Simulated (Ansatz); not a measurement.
GdN in the wurtzite structure

Computed with Ansatz (plane waves, PAW, 420 eV cutoff): PBE, scalar-relativistic, collinear spin, 10×10×8 k-mesh, Gaussian smearing of 0.05 eV; PAW files: Ansatz's generated set soft_2.

```yaml
crystal:
  lattice:
    - [4.06266, 0.00000, 0.00000]
    - [-2.03133, 3.51837, 0.00000]
    - [0.00000, 0.00000, 5.06588]
  atoms:
    - { symbol: Gd, position: [0.66667, 0.33333, 0.04978] }
    - { symbol: Gd, position: [0.33333, 0.66667, 0.54978] }
    - { symbol: N, position: [0.66667, 0.33333, 0.57542] }
    - { symbol: N, position: [0.33333, 0.66667, 0.07542] }
```

This is a trial structure; measured cells of the compound in the Crystallography Open Database are in space group Fm-3m (rock salt).

Magnetic state: ferromagnetic, site spin moments Gd 6.82; N -0.07 μB.

Cell and atoms are those of this level's equilibrium.

Path: Γ–M–K–Γ–A–L–H–A | L–M | H–K, with Γ = (0.000, 0.000, 0.000), M = (0.500, 0.000, 0.000), K = (0.333, 0.333, 0.000), A = (0.000, 0.000, 0.500), L = (0.500, 0.000, 0.500), H = (0.333, 0.333, 0.500) in reciprocal vectors of the calculation's cell.

Q: Is it a metal or an insulator, and if it has a gap, where are the band edges on this path?

A: An insulator with a gap of 0.64 eV on the path, the valence band topping at Γ and the conduction band bottoming at K; the smallest direct gap is 0.93 eV.

Bands as a text map, energy in eV from the Fermi level (dashes), each leg drawn with the same width, + spin up, o spin down, # both:
```
  3.71 |    o     o ++++ oo     o +  o +             o  o  + o      +    ++
  3.43 |   o o   o +    +ooo   o  +oo   + oo          ++ oooooo      ++++  
  3.14 |oooo#oooo          oooo  +o+  +  +  oo      o       #oooooo        
  2.86 |  o   ooo +      ++oo   #o   +        o      +  +     ooooo        
  2.57 |oo #o+   #      o++  ooo    +     +++  oo  o     +++++  o   ooo    
  2.29 |###++o#o#oooooooooo#####   +         +   oo +       ++++ oooo  oooo
  2.00 | +#oo###ooooooooooo#+   oo#           + ooo           +####oooooooo
  1.71 |ooo#oooo##oooooo#oo#oooo##ooooooooooooo##oo#ooooooooooo#ooooooooooo
  1.43 |o#oo##oooo#ooooooo#o#oo#ooooooooooooooooo##ooooooooooooo#oo####oooo
  1.14 |+  ooo### o#oooo oo  ++   ooo            oo      o   oooo##oo#ooooo
  0.86 |  o      #o ++++o+ oo  ooo                                    +##++
  0.57 |oo        +#oooo+    oo                                         +oo
  0.29 |            ++++                                                 ++
  0.00 |-------------------------------------------------------------------
 -0.29 |++                  ++                                             
 -0.57 |  +                +  +                                            
 -0.86 |   +     ++++     +    +                                           
 -1.14 |    +++++    +#+++                                     ++++     ++#
 -1.43 |ooooo+##########o+ooooo +          +++   oo       +++######ooo##o##
 -1.71 |++++##############+++++o         +#ooo###++##     oooo#####++++++##
 -2.00 |   #+o   +++++++ o#    +o+       o      ++++ #      ++o#   +++ oo++
 -2.29 | o#+#++++   +  +++o#o   +o+    o#++#####oooo+ #   ##### +++oooo +  
 -2.57 |####oooooo##oooo#o######o#o+ +###oo         o###+      +ooo    +ooo
 -2.86 |oo++++####o     o+++oooo######+                 ##    +####  ++o   
 -3.14 |  oooo           ooo         ##+      ++++++++++#   ++#    ++ o    
 -3.43 |+++++++++++++++++++++++++++++++##++++++++##+++##++++##+++++###+++++
 -3.71 |+++++++++++++++++++++++++++++++++########++###++++##+++++++++++++++
 -4.00 |++++++++++++++++++++++++++++++++++++++       ++++++++++++++  ++++++
        Γ      M      K      Γ      A      L      H      AL       MH      K
```

Formal charges Gd³⁺, N³⁻ leave Gd³⁺ with an open 4f⁷ shell. A part-filled shell gives a gap only if something splits it: here on each such atom exchange fills one spin channel and leaves the other empty, so the half-filled shell acts almost as a closed one, and the gap is 0.64 eV.

Within 0.6 eV of the edges the projected states are 74 % N 2p at the top of the valence band and 67 % Gd 5d at the bottom of the conduction band. The valence edge mixes anion p with metal states, so the bond is partly covalent and the gap isn't a plain transfer from N to Gd.

Semilocal functionals without a U place occupied f levels too high and empty ones too low, so gaps that touch them come out too small. These numbers lack spin–orbit coupling. The run wasn't fully tested for a lower electronic state. Site moments are of spin, integrated over atomic spheres. The moments were started parallel, and the real magnetic order may be another.
